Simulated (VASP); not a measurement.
Here is a VASP 6.6.1 calculation.

File run.py:

```python
from ase.calculators.vasp import Vasp
from ase.dft.bandgap import bandgap
from ase.spacegroup import crystal

atoms = crystal(
    ['Ru', 'Al'],
    basis=[[0.5, 0.5, 0.5], [0.0, 0.0, 0.0]],
    spacegroup=221,
    setting=1,
    cellpar=[2.9916, 2.9916, 2.9916, 90.0, 90.0, 90.0],
    primitive_cell=True,
)
calc = Vasp(
    directory='calc',
    xc='pbe',
    pp='PBE',
    setups='minimal',
    prec='Accurate',
    encut=500,
    ediff=1e-06,
    ismear=0,
    sigma=0.1,
    lreal=False,
    lasph=True,
    nelm=100,
    algo='Normal',
    isif=2,
    lwave=False,
    lcharg=False,
    kpts=[9, 9, 9],
    gamma=True,
    nbands=12,
)
atoms.calc = calc

print('energy (eV):', atoms.get_potential_energy())
print('free energy (eV):', atoms.get_potential_energy(force_consistent=True))
print('forces (eV/A):')
print(atoms.get_forces())
print('stress (eV/A^3, Voigt):', atoms.get_stress())
print('Fermi level (eV):', calc.get_fermi_level())
gap, top, bottom = bandgap(calc)
print('band gap (eV):', gap, 'from (spin, k, band)', top, 'to', bottom)
```

Potentials or basis: VASP PAW PBE potentials, release 64 (Ru, Al).

The run is started by

```console
$ python run.py
```

Problem. What does it give for the pressure?

Solution. 2.6 GPa.

Problem. What does it give for the band gap on the k mesh?

Solution. None (metal or under the smearing width).
